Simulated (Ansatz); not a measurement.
# SrCl2: the cost of one run

Program: Ansatz 0.2.0. Level of theory: DFT PBEsol, scalar-relativistic, plane waves, PAW. These are calculated values, not measurements.

1 further run of the same task is left out (set aside as unsound or not needed).

## (1) Starting point

It takes space group Fm-3m (No. 225, cubic). The conventional cell has a = 6.971 Å, b = 6.971 Å, c = 6.971 Å, α = 90.00°, β = 90.00°, γ = 90.00°. Around Sr (site symmetry m-3m) lie 8 Cl at 3.02 Å. Cl (site symmetry -43m) is surrounded by 4 Sr at 3.02 Å.

Coordinates:

```
Sr Cl
1.0
     0.00000    3.48550    3.48550
     3.48550    0.00000    3.48550
     3.48550    3.48550    0.00000
Sr Cl
1 2
Direct
  0.00000 0.00000 0.00000
  0.25000 0.25000 0.25000
  0.75000 0.75000 0.75000
```

The structure comes from the Crystallography Open Database.

## (2) A change within the space group

The change: strain xx, yy, zz, yz, xz, xy = +3.2, +3.2, +3.2, +0.0, +0.0, +0.0 %.

input.yaml reads:

```yaml
crystal:
  lattice:
    - [0.0, 3.59536296, 3.59536296]
    - [3.59536296, 0.0, 3.59536296]
    - [3.59536296, 3.59536296, 0.0]
  atoms:
    - { symbol: Sr, position: [0.0, 0.0, 0.0] }
    - { symbol: Cl, position: [0.25, 0.25, 0.25] }
    - { symbol: Cl, position: [0.75, 0.75, 0.75] }
basis:
  ecutwfc: 420
kpoints:
  mp_grid: { grid: [6, 6, 6] }
hamiltonian:
  xc: pbesol
scf:
  occupations: { method: gaussian, width: 0.02 }
output:
  forces: true
  stress: true
  eigenvalues: true
  populations: true
```

On the command line:

```console
ansatz run input.yaml --threads 1 --pin off --max-ram 1331MiB --backend cpu --events-out ev --progress --plain --runs-dir out
```

What time and memory should one allow on 1 thread of an x86-64 CPU, shared host?

About 4.5 s, with a peak of 0.34 GiB.
